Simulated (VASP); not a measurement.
MgO:

```
Mg O
1.0
     3.30779    0.00000    0.00000
    -1.65389    2.86463    0.00000
     0.00000    0.00000    4.98288
Mg O
2 2
Direct
  0.66667 0.33333 0.50216
  0.33333 0.66667 0.00216
  0.66667 0.33333 0.90244
  0.33333 0.66667 0.40244
```

Measurements of this composition are mostly on another form, of space group No. 225.

- Program: VASP 6.6.1
- Task: single point
- Functional: PBE
- Potentials or basis: VASP PAW PBE potentials, release 64 (Mg, O)
- Cutoff: 520 eV
- k mesh: 9 × 9 × 6
- Occupations: fermi-dirac, width 0.05 eV
- Spin: no spin polarisation

On this cell: pressure 3.0 GPa; largest force 0.008 eV/Å; band gap on the k mesh 3.46 eV, direct.

The same run follows on a disturbed copy (atoms moved at random, drawn with an rms of 0.05 Å):

```
Mg O
1.0
     3.30779    0.00000    0.00000
    -1.65389    2.86463    0.00000
     0.00000    0.00000    4.98288
Mg O
2 2
Direct
  0.66356 0.34963 0.48706
  0.32274 0.67378 0.00891
  0.66321 0.33112 0.90705
  0.30418 0.66108 0.41259
```

Problem. What does the disturbed cell give?

Solution. The energy moves by +30.1 meV/atom; pressure 3.4 GPa; largest force 1.506 eV/Å; band gap on the k mesh 3.34 eV, direct.

Forces in eV/Å, atoms in the order of the input:
```
Mg  -0.684 -0.750  1.113
Mg   0.294 -0.249 -0.498
O   -0.409  0.272  0.007
O    0.799  0.727 -0.621
```

Stress tensor (GPa, compression positive):
```
 6.86  3.21 -0.29
 3.21  3.85 -1.01
-0.29 -1.01 -0.59
```

Caveats: an odd mesh through Γ misses points on the zone boundary, where band edges often lie.
